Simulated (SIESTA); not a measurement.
Crystal: CdSe.

```xyz
2
Lattice="0.0000 3.0703 3.0703 3.0703 0.0000 3.0703 3.0703 3.0703 0.0000" Properties=species:S:1:pos:R:3 pbc="T T T"
Cd    0.0000    0.0000    0.0000
Se    1.5351    1.5351    1.5351
```

Measurements of this composition are mostly on another form, of space group No. 186.

Base run:

```yaml
Program: SIESTA 5.4.2
Functional: vdW-DF-cx
Potentials_or_basis: PseudoDojo 0.4 standard (PBE files)
Basis: DZP (energy shift 0.003 Ry; two zetas on semicore shells)
Grid_cutoff: 800 Ry
Energy_shift: 0.003 Ry
k_mesh: 8 × 8 × 8
Occupations: fermi-dirac, width 0.05 eV
Spin: no spin polarisation
```

Its results: band gap on the k mesh 0.70 eV, direct; pressure -0.6 GPa.

Task: The run is repeated on the same cell with these changes: functional from vdW-DF-cx to BLYP. What comes out?

Result: Band gap on the k mesh 0.76 eV, direct; pressure 3.9 GPa.

Caveats: the potentials were made for another functional, which shifts forces and pressure; the basis of atomic orbitals isn't converged, which shifts pressures, moduli and gaps.
